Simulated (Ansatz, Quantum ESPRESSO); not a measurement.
This is a calculation of C for Ansatz 0.2.0. The given cell was strained at random by a few per cent at fixed volume. 

The input input.yaml:

```yaml
crystal:
  lattice:
    - [4.261817, -0.004626, -0.030393]
    - [-0.004626, 4.3021, 0.011774]
    - [-0.009159, 0.003548, 1.2664]
  atoms:
    - { symbol: C, position: [0.496, 0.499722, 0.549705] }
hamiltonian:
  xc: pbe
  pseudopotentials: { kind: paw }
kpoints:
  mp_grid: { grid: [6, 6, 20] }
scf:
  occupations: { method: fermi_dirac, width: 0.05 }
output:
  forces: true
  stress: true
  eigenvalues: true
  write_density: true
  write_potential: true
  elf: true
  volumetric_format: npy
```

Potentials or basis: Ansatz PAW.

Launch:

```bash
$ ansatz run input.yaml --threads 1 --pin off --max-ram 3584MiB --backend cpu --events-out ev --progress --plain --runs-dir out
```

**Question.** What does the same run look like in Quantum ESPRESSO 7.5? Potentials or basis there: SSSP 1.3 efficiency PBE, cutoff 748 eV.

**Answer.** As run (cutoffs and basis follow the program's own potentials, and thresholds, step limits or extra output files can differ):

pw.in

```
&CONTROL
  calculation = 'scf'
  prefix = 'pwscf'
  outdir = './tmp'
  pseudo_dir = './pseudo'
  tprnfor = .true.
  tstress = .true.
  disk_io = 'nowf'
/
&SYSTEM
  ibrav = 0
  nat = 1
  ntyp = 1
  ecutwfc = 55
  ecutrho = 440
  nbnd = 7
  occupations = 'smearing'
  smearing = 'fd'
  degauss = 0.00367493
/
&ELECTRONS
  conv_thr = 2d-10
  electron_maxstep = 120
  mixing_beta = 0.5
/
ATOMIC_SPECIES
C     12.0110 C.pbe-n-kjpaw_psl.1.0.0.UPF
CELL_PARAMETERS angstrom
   4.2618170000   -0.0046260000   -0.0303930000
  -0.0046260000    4.3021000000    0.0117740000
  -0.0091590000    0.0035480000    1.2664000000
ATOMIC_POSITIONS crystal
C      0.4960000000    0.4997220000    0.5497050000
K_POINTS automatic
6 6 20 0 0 0
```

Potentials or basis: SSSP 1.3 efficiency PBE.

Run with:

```sh
$ OMP_NUM_THREADS=1 pw.x -in pw.in > pw.out
```

Both were run:

|  | Ansatz | Quantum ESPRESSO |
| --- | --- | --- |
| Pressure | 3.9 GPa | 3.8 GPa |
| Energy over the undisturbed cell | 13.4 meV/atom | 13.1 meV/atom |

Ansatz's pressure holds a Pulay term of +0.24 GPa for its cutoff of 420 eV, which the other run lacks.

Where Ansatz's input types no cutoff or centring, it takes its own default and a Γ-centred mesh.

Pressure is positive in compression.
